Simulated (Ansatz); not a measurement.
# Al2Au (Fm-3m) in Ansatz: further runs

The runs below take Al2Au through single point, equation of state, with PBE.

Program: Ansatz 0.2.0. These are calculated values, not measurements. Logs are shortened: lines on timing, memory, paths and dates and some standing lists are left out, and cuts for length are marked.

**1. Starting point**

It takes space group Fm-3m (No. 225, cubic). Conventional cell: a = 6.000 Å, b = 6.000 Å, c = 6.000 Å, α = 90.00°, β = 90.00°, γ = 90.00°. Au (site symmetry m-3m) is surrounded by 8 Al at 2.60 Å. Around Al (site symmetry -43m) lie 4 Au at 2.60 Å.

**2. Single point, PBE, 16.92 Å³/atom (volume scaled by 0.94)**

Input file input.yaml:

```yaml
crystal:
  lattice:
    - [0.0, 2.9387583261, 2.9387583261]
    - [2.9387583261, 0.0, 2.9387583261]
    - [2.9387583261, 2.9387583261, 0.0]
  atoms:
    - { symbol: Au, position: [0.0, 0.0, 0.0] }
    - { symbol: Al, position: [0.75, 0.75, 0.75] }
    - { symbol: Al, position: [0.25, 0.25, 0.25] }
hamiltonian:
  xc: pbe
  pseudopotentials: { kind: paw }
kpoints:
  mp_grid: { grid: [8, 8, 8] }
scf:
  occupations: { method: fermi_dirac, width: 0.05 }
output:
  forces: true
  stress: true
  eigenvalues: true
  write_density: true
  write_potential: true
  elf: true
  volumetric_format: npy
```

Potentials or basis: Ansatz PAW.

The run is started by

```console
> ansatz run input.yaml --threads 2 --pin off --max-ram 5632MiB --backend cpu --events-out ev --progress --plain --runs-dir out
```

Log:

```text
Warning: RAYON_NUM_THREADS=2 ignored (pool sized by the plan → 2); use --threads N
Engine: ansatz 0.2.0, aarch64-unknown-linux-gnu
Pseudopotentials: kind: paw
Pseudopotential: Au, paw, valence charge 19, recommended cutoff 420 eV (normal), Au.paw.azcp
Pseudopotential: Al, paw, valence charge 3, recommended cutoff 420 eV (normal), Al.paw.azcp
Functional definition: PBE
  parameter kappa = 0.804
  parameter beta = 0.06672455060314922
  exchange = pbe_x(kappa = kappa, mu = beta*pi^2/3)
  correlation = pbe_c(beta = beta)
Crystal: 3 atoms, lattice volume = 50.760 Å³
Basis set: ecut = 420 eV, 965 PW (Γ), exchange–correlation on 60×60×60 points (8 copies of the dense FFT grid, shifted against one another)
Bands: 17, of which v1, the nominal top of the filled ones, is band 13 counted from 1 (12 counted from 0)
Symmetry: 48 space group operations
Space group: Fm-3m (ITA 225), of the structure as read, at distance tolerance 3.7e-5 Å
k-points: 29 of 512
Non-local potential: Au, projectors of the file, l = 0: 3, l = 1: 2, l = 2: 2, l = 3: 1
Non-local potential: Al, projectors of the file, l = 0: 2, l = 1: 2, l = 2: 1
PAW form: soft (Blöchl's): semilocal exchange-correlation on the pseudo side does not see the compensation charge
PAW one-centre angular grid: Au, 590 points (default); XC on 64 Gauss nodes
PAW one-centre angular grid: Al, 110 points (default); XC on 64 Gauss nodes
Initial density: superposition of atomic densities (neutral atoms: chi_scale 0, normalization atom), corrected by the library's trained network
Initial wavefunctions: pseudopotential atomic-orbital guess
Functional: x = pbe(κ = 0.804, μ = 0.2195149727645171), c = pbe(β = 0.06672455060314922)
SCF iter   1: F=—  HF=-14225.480525 eV  |F-HF|=—  |Δ(HF+E_count)|=         —  Δρ=1.60e-3  dr2=1.11e-3  ethr=1.77e-3  ⟨swp⟩=5.7  Hψ=2547  notcnv=0
preconditioner: auto → none  [insulator: Δε(μ)=0.161 eV  Ē_g=9.902 eV  σ=0.050 eV  W_gap=0.59  n_scr=14 (ndim 8)  ℏωp=21.5 eV  f_vac=0.003  D(μ)=0.76/eV (n_scr^D=0)  ε∞_Penn≈5.7]
SCF iter   2: F=—  HF=-14225.481061 eV  |F-HF|=—  |Δ(HF+E_count)|=   5.36e-4  Δρ=8.22e-4  dr2=2.38e-4  ethr=4.45e-6  ⟨swp⟩=2.0  Hψ=952  notcnv=0
SCF iter   3: F=—  HF=-14225.481300 eV  |F-HF|=—  |Δ(HF+E_count)|=   2.39e-4  Δρ=5.01e-4  dr2=1.79e-4  ethr=9.52e-7  ⟨swp⟩=2.2  Hψ=758  notcnv=0
SCF iter   4: F=—  HF=-14225.481258 eV  |F-HF|=—  |Δ(HF+E_count)|=   4.13e-5  Δρ=7.20e-5  dr2=3.15e-6  ethr=7.16e-7  ⟨swp⟩=2.3  Hψ=719  notcnv=0
SCF iter   5: F=—  HF=-14225.481222 eV  |F-HF|=—  |Δ(HF+E_count)|=   3.60e-5  Δρ=1.12e-5  dr2=4.72e-8  ethr=1.26e-8  ⟨swp⟩=2.0  Hψ=715  notcnv=0
SCF iter   6: F=-14225.481222 eV  HF=-14225.481222 eV  |F-HF|=5.10e-9  |Δ(HF+E_count)|=   1.02e-7  Δρ=2.60e-6  dr2=1.99e-9  ethr=1.89e-10  ⟨swp⟩=6.3  Hψ=2933  notcnv=0
SCF 1 converged in 6 iterations: F = -14225.481222 eV  dr2 = 1.99e-9
SCF converged after 6 iterations
Free energy (F): -14225.481222 eV
Harris-Foulkes:  -14225.481222 eV  (|F-HF|=5.10e-9)
Internal energy: -14225.475101 eV  (E = F + TS)
E sigma→0 (E₀):  -14225.478162 eV
Entropy (-TS):   -0.006121 eV (-2.040 meV/atom)
Fermi energy:    12.259267 eV
--- Per-component energies (eV) ---
  E_band       = -356.666486
  E_kinetic    = 653.983362
  E_local      = -2887.021291  (includes V_loc(G=0)·N_el)
  E_nonlocal   = 88.447978
  E_hartree    = 1245.381280
  E_xc         = -311.165508
  E_vxc        = -338.208612  (∫ρ·V_xc dr)
  E_paw        = -10638.500746  (= ΣΔE_a)
  E_vpaw       = -364.632475  (= ΣTr[D̂ρ^β])
  E_aug_tail   = 0.001375  (compensation charges beyond the density's cutoff)
  E_ewald      = -2376.601551
  E_smearing   = -0.006121  (= −TS)
  E_closure    = -0.000000  (closes the sum)
  Σ components = -14225.481222   (vs F -14225.481222, Δ=0.00e0)
--- Forces (eV/Å), atoms counted from 1 ---
  atom   1  Au    -0.00000000     0.00000000     0.00000000
  atom   2  Al    -0.00000000    -0.00000000     0.00000000
  atom   3  Al    -0.00000000     0.00000000     0.00000000
  max |Σ_I F_I| component: 1.11e-16 eV/Å
--- Stress (GPa, compression-positive) ---
       11.877298      -0.000000      -0.000000
       -0.000000      11.877298       0.000000
        0.000000       0.000000      11.877298
  P = ⅓ Tr σ = 11.8773 GPa (118.773 kbar)
--- Band table (eV; the first three rows and the last of 29) ---
  k-point 0: bands = ["-95.1966", "-46.5909", "-46.5909", "-46.5909", "1.2148", "5.2741", "5.2741", "5.2741", "6.2974", "6.2974", "14.9251", "15.1921", "15.1921", "15.1921", "16.4299", "16.4299", "16.4299"]
  k-point 1: bands = ["-95.1966", "-46.5912", "-46.5910", "-46.5910", "1.4293", "5.2096", "5.3285", "5.3285", "6.2866", "6.2866", "12.8433", "14.5454", "14.5454", "15.1070", "17.1226", "17.1226", "17.6934"]
  k-point 2: bands = ["-95.1966", "-46.5917", "-46.5911", "-46.5911", "2.0405", "5.0887", "5.4423", "5.4423", "6.2964", "6.2964", "10.1511", "13.6060", "13.6060", "15.3958", "16.7752", "16.7752", "17.0457"]
  k-point 28: bands = ["-95.1966", "-46.5920", "-46.5920", "-46.5915", "4.8541", "4.8541", "5.5338", "5.6831", "6.1625", "6.8012", "8.0658", "8.0658", "9.9392", "16.6042", "16.6042", "17.5999", "17.6401"]
```

It took 1 s on 2 threads of Arm Neoverse V2, shared host; peak memory 0.31 GiB.

What came out:

```yaml
Free_energy: -14225.4812 eV
Pressure: 11.9 GPa
Band_gap_on_the_k_mesh: none (metal or under the smearing width)
```

**3. Single point, PBE, 17.28 Å³/atom (volume scaled by 0.96)**

input.yaml: that of step 2 with these lines changed.

```diff
@@ -2,5 +2,5 @@
   lattice:
-    - [0.0, 2.9387583261, 2.9387583261]
-    - [2.9387583261, 0.0, 2.9387583261]
-    - [2.9387583261, 2.9387583261, 0.0]
+    - [0.0, 2.9594544892, 2.9594544892]
+    - [2.9594544892, 0.0, 2.9594544892]
+    - [2.9594544892, 2.9594544892, 0.0]
   atoms:
```

Potentials or basis: Ansatz PAW.

The run is started by

```console
> ansatz run input.yaml --threads 2 --pin off --max-ram 5632MiB --backend cpu --events-out ev --progress --plain --runs-dir out
```

Wall time 1.1 s (2 threads of Arm Neoverse V2, shared host); peak memory 0.31 GiB.

The run converged. Its results:

| Property | Result |
| --- | --- |
| Free energy | -14225.5503 eV |
| Pressure | 8.7 GPa |
| Band gap on the k mesh | none (metal or under the smearing width) |

**4. Single point, PBE, 17.64 Å³/atom (volume scaled by 0.98)**

input.yaml: that of step 3 with these lines changed.

```diff
@@ -2,5 +2,5 @@
   lattice:
-    - [0.0, 2.9594544892, 2.9594544892]
-    - [2.9594544892, 0.0, 2.9594544892]
-    - [2.9594544892, 2.9594544892, 0.0]
+    - [0.0, 2.9798651651, 2.9798651651]
+    - [2.9798651651, 0.0, 2.9798651651]
+    - [2.9798651651, 2.9798651651, 0.0]
   atoms:
@@ -20,5 +20 @@
   eigenvalues: true
-  write_density: true
-  write_potential: true
-  elf: true
-  volumetric_format: npy
```

The run is started by

```console
> ansatz run input.yaml --threads 2 --pin off --max-ram 5632MiB --backend cpu --events-out ev --progress --plain --runs-dir out
```

Run time: 0.83 s. Hardware: 2 threads of Arm Neoverse V2, shared host; peak memory 0.31 GiB.

Results (log left out):

```yaml
Free_energy: -14225.5991 eV
Pressure: 5.8 GPa
Band_gap_on_the_k_mesh: none (metal or under the smearing width)
```

**5. Single point, PBE, 18.00 Å³/atom**

input.yaml: that of step 4 with these lines changed.

```diff
@@ -2,5 +2,5 @@
   lattice:
-    - [0.0, 2.9798651651, 2.9798651651]
-    - [2.9798651651, 0.0, 2.9798651651]
-    - [2.9798651651, 2.9798651651, 0.0]
+    - [0.0, 3.0, 3.0]
+    - [3.0, 0.0, 3.0]
+    - [3.0, 3.0, 0.0]
   atoms:
```

The run is started by

```console
> ansatz run input.yaml --threads 2 --pin off --max-ram 5632MiB --backend cpu --events-out ev --progress --plain --runs-dir out
```

Wall time 0.85 s (2 threads of Arm Neoverse V2, shared host); peak memory 0.31 GiB.

The run converged. Its results:

- Free energy: -14225.6297 eV
- Pressure: 3.3 GPa
- Band gap on the k mesh: none (metal or under the smearing width)

**6. Single point, PBE, 18.36 Å³/atom (volume scaled by 1.02)**

input.yaml: that of step 5 with these lines changed.

```diff
@@ -2,5 +2,5 @@
   lattice:
-    - [0.0, 3.0, 3.0]
-    - [3.0, 0.0, 3.0]
-    - [3.0, 3.0, 0.0]
+    - [0.0, 3.0198681287, 3.0198681287]
+    - [3.0198681287, 0.0, 3.0198681287]
+    - [3.0198681287, 3.0198681287, 0.0]
   atoms:
@@ -20 +20,5 @@
   eigenvalues: true
+  write_density: true
+  write_potential: true
+  elf: true
+  volumetric_format: npy
```

Potentials or basis: Ansatz PAW.

The run is started by

```console
> ansatz run input.yaml --threads 2 --pin off --max-ram 5632MiB --backend cpu --events-out ev --progress --plain --runs-dir out
```

Wall time 1.1 s (2 threads of Arm Neoverse V2, shared host); peak memory 0.31 GiB.

It converged, with:

- Free energy: -14225.6442 eV
- Pressure: 1.0 GPa
- Band gap on the k mesh: none (metal or under the smearing width)

**7. Single point, PBE, 18.72 Å³/atom (volume scaled by 1.04)**

input.yaml: that of step 6 with these lines changed.

```diff
@@ -2,5 +2,5 @@
   lattice:
-    - [0.0, 3.0198681287, 3.0198681287]
-    - [3.0198681287, 0.0, 3.0198681287]
-    - [3.0198681287, 3.0198681287, 0.0]
+    - [0.0, 3.0394782115, 3.0394782115]
+    - [3.0394782115, 0.0, 3.0394782115]
+    - [3.0394782115, 3.0394782115, 0.0]
   atoms:
```

The run is started by

```console
> ansatz run input.yaml --threads 2 --pin off --max-ram 5632MiB --backend cpu --events-out ev --progress --plain --runs-dir out
```

Wall time 1.1 s (2 threads of Arm Neoverse V2, shared host); peak memory 0.31 GiB.

Results (log left out):

```yaml
Free_energy: -14225.6443 eV
Pressure: -1.0 GPa
Band_gap_on_the_k_mesh: none (metal or under the smearing width)
```

**8. Single point, PBE, 19.08 Å³/atom (volume scaled by 1.06)**

input.yaml: that of step 7 with these lines changed.

```diff
@@ -2,5 +2,5 @@
   lattice:
-    - [0.0, 3.0394782115, 3.0394782115]
-    - [3.0394782115, 0.0, 3.0394782115]
-    - [3.0394782115, 3.0394782115, 0.0]
+    - [0.0, 3.0588384673, 3.0588384673]
+    - [3.0588384673, 0.0, 3.0588384673]
+    - [3.0588384673, 3.0588384673, 0.0]
   atoms:
@@ -20,5 +20 @@
   eigenvalues: true
-  write_density: true
-  write_potential: true
-  elf: true
-  volumetric_format: npy
```

The run is started by

```console
> ansatz run input.yaml --threads 2 --pin off --max-ram 5632MiB --backend cpu --events-out ev --progress --plain --runs-dir out
```

It took 0.84 s on 2 threads of Arm Neoverse V2, shared host; peak memory 0.31 GiB.

The run converged. Its results:

* Free energy: -14225.6316 eV
* Pressure: -2.8 GPa
* Band gap on the k mesh: none (metal or under the smearing width)

**9. Equation of state, PBE**

Potentials or basis: Ansatz PAW.

No new run: the results of the series are fitted here.

Results:

* Equilibrium volume: 18.54 Å³/atom
* Bulk modulus: 104 GPa
* Pressure derivative of the bulk modulus: 4.9

Energy against volume, from the lowest point:
| volume (Å³/atom) | energy (meV/atom) |
| --- | --- |
| 16.920 | 54.37 |
| 17.280 | 31.34 |
| 17.640 | 15.07 |
| 18.000 | 4.87 |
| 18.360 | 0.04 |
| 18.720 | 0.00 |
| 19.080 | 4.24 |
